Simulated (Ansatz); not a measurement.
A run of Ansatz 0.2.0 is set up as follows.

Contents of input.yaml:

```yaml
crystal:
  lattice:
    - [-1.72585, 1.72585, 5.84]
    - [1.72585, -1.72585, 5.84]
    - [1.72585, 1.72585, -5.84]
  atoms:
    - { symbol: Nb, position: [0.5, 0.0, 0.5] }
    - { symbol: Nb, position: [0.75, 0.75, 0.0] }
    - { symbol: As, position: [0.916, 0.416, 0.5] }
    - { symbol: As, position: [0.166, 0.166, 0.0] }
hamiltonian:
  xc: pbesol
  pseudopotentials: { kind: paw }
kpoints:
  mp_grid: { grid: [11, 11, 11] }
scf:
  occupations: { method: fermi_dirac, width: 0.05 }
output:
  forces: true
  stress: true
  eigenvalues: true
relax:
  f_tol: 0.01
  max_steps: 40
  cell: { stress_tol: 0.05 }
```

Potentials or basis: Ansatz PAW.

The run is started by

```console
$ ansatz run input.yaml --threads 2 --pin off --max-ram 5632MiB --backend cpu --events-out ev --progress --plain --runs-dir out
```

Question: Predict the band gap on the k mesh.

Answer: 0.06 eV, indirect (least direct gap 0.08 eV).

Question: Estimate the relaxed cell.

Answer: a = 6.286 Å, b = 6.286 Å, c = 6.286 Å, α = 148.25°, β = 148.25°, γ = 45.52°.

The path:
```
step  energy change (eV)  largest force (eV/Å)  volume (Å³)
   1              0.0000                0.2880        69.58
   2             -0.0014                0.1646        67.42
   3             -0.0155                0.0061        68.59
   4             -0.0153                0.0061        68.59
```

Caveat: odd divisions of the mesh miss points on the zone boundary, where band edges often lie, so the gap on the mesh can be too wide; the plane-wave basis is chosen anew once the cell has moved, so the energies of steps on either side of that aren't comparable; the PAW data sets come from PBE, with cores solved anew for the run's functional, which leaves a small shift of forces and pressure. A k mesh can miss the band edges.
